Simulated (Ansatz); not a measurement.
## Dielectric response of GaN (110) films: cost of one run

Ansatz 0.2.0; plane-wave DFT, PBE, Ansatz PAW (set soft_1); PAW set soft_1. The cell holds 10 atoms.

File input.yaml:

```yaml
crystal:
  lattice:
    - [3.18198052, 0.0, 0.0]
    - [0.0, 4.5, 0.0]
    - [0.0, 0.0, 24.3639610307]
  atoms:
    - { symbol: Ga, position: [0.5, 0.5, 0.3693980625] }
    - { symbol: "N", position: [0.0, 0.75, 0.3693980625] }
    - { symbol: Ga, position: [0.0, 0.0, 0.4346990313] }
    - { symbol: "N", position: [0.5, 0.25, 0.4346990313] }
    - { symbol: Ga, position: [0.5, 0.5, 0.5] }
    - { symbol: "N", position: [0.0, 0.75, 0.5] }
    - { symbol: Ga, position: [0.0, 0.0, 0.5653009687] }
    - { symbol: "N", position: [0.5, 0.25, 0.5653009687] }
    - { symbol: Ga, position: [0.5, 0.5, 0.6306019375] }
    - { symbol: "N", position: [0.0, 0.75, 0.6306019375] }
kpoints:
  mp_grid: { grid: [8, 6, 1] }
hamiltonian:
  xc: pbe
  pseudopotentials: { kind: paw, azcp: { folder: soft_1 } }
scf:
  occupations: { method: fixed }
  convergence: { dr2_threshold: 1.0e-09 }
efield:
  axis: 3
  dipole_correction: true
  ramp_position: 0.97
  ramp_width: 0.06
relax:
  f_tol: 0.003
  max_steps: 100
output:
  write_potential: true
  write_density: true
  volumetric_format: npy
```

Started as:

```console
$ ansatz run input.yaml --threads 4 --pin off --max-ram 8192MiB --backend cpu --events-out ev --progress --plain --runs-dir out
```

The cutoff in use is 420 eV. For reference, a run of the same kind (16 atoms, 20 k-points, 88 bands and 8,161 plane waves; 60 SCF cycles) took 1.9 min and 1.2 GiB on the same hardware.

What time and memory should one allow on 4 threads of Arm Neoverse V2, shared host?

A cutoff of 420 eV is a sphere of radius 10.5 Å⁻¹, so a cell of 349 Å³ holds about V·G³/6π² = 6,818 plane waves. At two electrons a band, the 90 electrons need 45 bands, and 10 more are carried. Symmetry cuts the 8×6×1 mesh from 48 to 20 points. The run has 20 k-points, 55 bands and 6,813 plane waves. Taking the work of a cycle as k-points × spins × bands × plane waves, that is 0.52 times the reference, or 58 s at the reference's 60 cycles. The run needed 62 SCF cycles over 6 ionic steps, which makes it about 60 s. One copy of the wavefunctions takes 0.11 GiB at 16 bytes a coefficient, against 0.21 GiB in the reference; grids, projectors and work arrays come on top. Measured: about 52 s, with a peak of 0.85 GiB. The estimate holds within 25 %.

[Logs are printed without paths, hosts, clocks, repeated set-up lines and the standing remarks that a program may print on its own settings, such as how far it seeks lower states.]

[Hosts, paths, dates, database ids (printed as entryN), source tags and the programs' standing remarks are cut or masked in the printed files.]

[Maps of the electrostatic potential energy from Ansatz leave out the sawtooth potential of an applied field or a dipole correction, so their vacuum need not be flat; planar profiles and work functions include it.]
